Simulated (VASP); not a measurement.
**NaCl under changes of volume**

One of the cells (22.249 Å³/atom); the others are scaled copies at fixed shape and fractional positions:

```
CELL_PARAMETERS angstrom
0.00000 2.81257 2.81257
2.81257 0.00000 2.81257
2.81257 2.81257 0.00000
ATOMIC_POSITIONS crystal
Cl 0.50000 0.50000 0.50000
Na 0.00000 0.00000 0.00000
```

The cell is a database's computed one.

```yaml
Program: VASP 6.6.1
Functional: PBEsol
Potentials_or_basis: VASP PAW PBE potentials, release 64 (Cl, Na_pv)
Cutoff: 520 eV
k_mesh: 8 × 8 × 8
Occupations: fermi-dirac, width 0.05 eV
Spin: no spin polarisation
```

| volume (Å³/atom) | energy over the lowest point (meV/atom) | pressure (GPa) | gap on the mesh (eV) |
| --- | --- | --- | --- |
| 20.504 | 9.64 | 2.2 | 5.28 |
| 20.940 | 4.64 | 1.4 | 5.19 |
| 21.376 | 1.49 | 0.8 | 5.11 |
| 22.249 | 0.00 | -0.3 | 4.96 |
| 22.685 | 1.30 | -0.7 | 4.89 |
| 23.121 | ? | ? | ? |

Task: What does the run at 23.121 Å³/atom give?

Result: Energy over the lowest point 3.80 meV/atom; pressure -1.2 GPa; gap on the mesh 4.82 eV.

Worked out: A Birch-Murnaghan fit of order 3 (a polynomial in V^(-2/3)) to the other rows has its minimum at 22.03 Å³/atom with B0 = V·E''(V) = 26 GPa and B' = 4.9. It gives 3.77 meV/atom at 23.121 Å³/atom, against the run's 3.80, and -dE/dV = -1.1 GPa, against -1.2. A straight line through the other rows of the gap, of slope -3.84 eV per unit of ln V (its deformation potential), extrapolates to 4.81 eV, against the run's 4.82.

Energies are extrapolated to zero smearing.

Caveats: the PAW data sets were made with another functional, which shifts forces and pressure a little.
